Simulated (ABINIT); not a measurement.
The system is Ga.

```xyz
2
Lattice="1.4500 -4.0650 0.0000 1.4500 4.0650 0.0000 0.0000 0.0000 3.1700" Properties=species:S:1:pos:R:3 pbc="T T T"
Ga    1.4500    2.9837    2.3775
Ga    1.4500   -2.9837    0.7925
```

This isn't the form of Ga at room conditions, which is orthorhombic.

```yaml
Program: ABINIT 10.8.3 (patched build)
Task: relaxation of cell and atoms
Functional: LDA
Potentials_or_basis: JTH PAW LDA v2.0
Cutoff: 463 eV
k_mesh: 10 × 10 × 8
Occupations: fermi-dirac, width 0.05 eV
Spin: no spin polarisation
```

At the start: pressure -4.0 GPa; volume 18.68 Å³/atom.

Task: How do energy, volume and symmetry change on relaxing?

Result: Over 8 steps the energy falls by 22.8 meV/atom and the volume is 17.31 Å³/atom (-7.3 %); space group Cmcm (No. 63, to 0.05 Å).

Step by step:
```csv
step,energy change (eV),largest force (eV/Å),pressure (GPa),volume (Å³)
1,0.0000,0.1990,-4.03,37.37
2,-0.0145,0.1200,-3.49,36.91
3,-0.0427,0.0034,1.23,34.08
4,-0.0450,0.0507,-0.13,34.74
5,-0.0453,0.0355,-0.13,34.72
6,-0.0455,0.0072,-0.03,34.67
7,-0.0456,0.0022,0.01,34.64
8,-0.0456,0.0047,0.03,34.63
```

Final structure:
```xyz
2
Lattice="1.3926 -3.9562 0.0000 1.3926 3.9562 0.0000 0.0000 0.0000 3.1426" Properties=species:S:1:pos:R:3 pbc="T T T"
Ga    1.3926    2.8865    2.3570
Ga    1.3926   -2.8865    0.7857
```
